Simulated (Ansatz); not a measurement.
Symmetry broken, then relaxed in C

The calculation used DFT PBEsol, scalar-relativistic, plane waves, PAW in Ansatz. The runs took a 420 eV cutoff, a Γ-centred 6×6×4 mesh and Gaussian smearing (0.05 eV). No spin polarisation. Energies are free energies at this smearing, counted from the undisturbed cell; pressure is positive in compression.

The starting cell (relaxed at this level; this bcc form isn't the usual structure):

```yaml
crystal:
  lattice:
    - [-2.42639, 2.42639, 2.42639]
    - [2.42639, -2.42639, 2.42639]
    - [4.85277, 4.85277, 0.00000]
  atoms:
    - { symbol: C, position: [0.32529, 0.00000, 0.00000] }
    - { symbol: C, position: [0.82529, 0.50000, 0.50000] }
    - { symbol: C, position: [0.33735, 0.33735, 0.33735] }
    - { symbol: C, position: [0.83735, 0.83735, 0.83735] }
    - { symbol: C, position: [0.00000, 0.32529, 0.00000] }
    - { symbol: C, position: [0.50000, 0.82529, 0.50000] }
    - { symbol: C, position: [0.83735, 0.83735, 0.16265] }
    - { symbol: C, position: [0.33735, 0.33735, 0.66265] }
    - { symbol: C, position: [0.00000, 0.67471, 0.00000] }
    - { symbol: C, position: [0.50000, 0.17471, 0.50000] }
    - { symbol: C, position: [0.16265, 0.16265, 0.16265] }
    - { symbol: C, position: [0.66265, 0.66265, 0.66265] }
    - { symbol: C, position: [0.67471, 0.00000, 0.00000] }
    - { symbol: C, position: [0.17471, 0.50000, 0.50000] }
    - { symbol: C, position: [0.66265, 0.66265, 0.33735] }
    - { symbol: C, position: [0.16265, 0.16265, 0.83735] }
```

The atoms are displaced (Å, in the unstrained cell):

```
atom ux uy uz
  C1   0.001  -0.002   0.003
  C2   0.001  -0.002   0.003
  C3   0.001  -0.002   0.003
  C4  -0.013   0.034  -0.043
  C5   0.001  -0.002   0.003
  C6   0.001  -0.002   0.003
  C7   0.001  -0.002   0.003
  C8   0.001  -0.002   0.003
  C9   0.001  -0.002   0.003
 C10   0.001  -0.002   0.003
 C11   0.001  -0.002   0.003
 C12   0.001  -0.002   0.003
 C13   0.001  -0.002   0.003
 C14   0.001  -0.002   0.003
 C15   0.001  -0.002   0.003
 C16   0.001  -0.002   0.003
```

Cell and atoms are then relaxed.

**Question.** Does the relaxation return to the undisturbed structure?

**Answer.** Yes (up to a choice of domain or origin): same space group and volume, and an energy 0.0 meV/atom from it. The disturbance itself cost 3.7 meV/atom. The final space group reads Im-3m (tolerance 0.05 Å) and the volume changes by -0.01 %.

Final structure:

```xyz
16
Lattice="-2.4265 2.4265 2.4264 2.4261 -2.4265 2.4260 4.8527 4.8530 -0.0004" Properties=species:S:1:pos:R:3 pbc="T T T"
C     4.0633    5.6422    0.7891
C     1.6368    3.2158    3.2152
C     1.6368    1.6372    1.6369
C     4.0632    4.0639    4.0626
C     5.6418    4.0637    0.7890
C     3.2154    1.6373    3.2151
C     0.7891    0.7894    4.0632
C     3.2154    3.2156    1.6365
C     1.6370   -1.6372    1.6369
C     1.6369    3.2158    1.6367
C     0.7891    0.7891    0.7893
C     3.2154    3.2159    3.2151
C    -1.6370    1.6373    1.6371
C     3.2154    1.6372    1.6366
C     1.6369    1.6374    3.2155
C     4.0632    4.0636    0.7888
```

The relaxation, step by step (energy from the first step; small jumps at an unchanged geometry come where the plane waves are selected anew for the new cell):

```tsv
step	ΔE (meV/atom)	largest force component (eV/Å)	pressure (GPa)
1	0.0	1.512	0.00
2	-2.9	0.652	-0.09
3	-3.7	0.016	-0.03
4	-3.7	0.005	0.03
5	-3.7	0.005	0.02
```

Cost: 3 runs of about 1.8 core-minutes in all, on Intel Xeon 6975P-C (Granite Rapids) (shared hosts).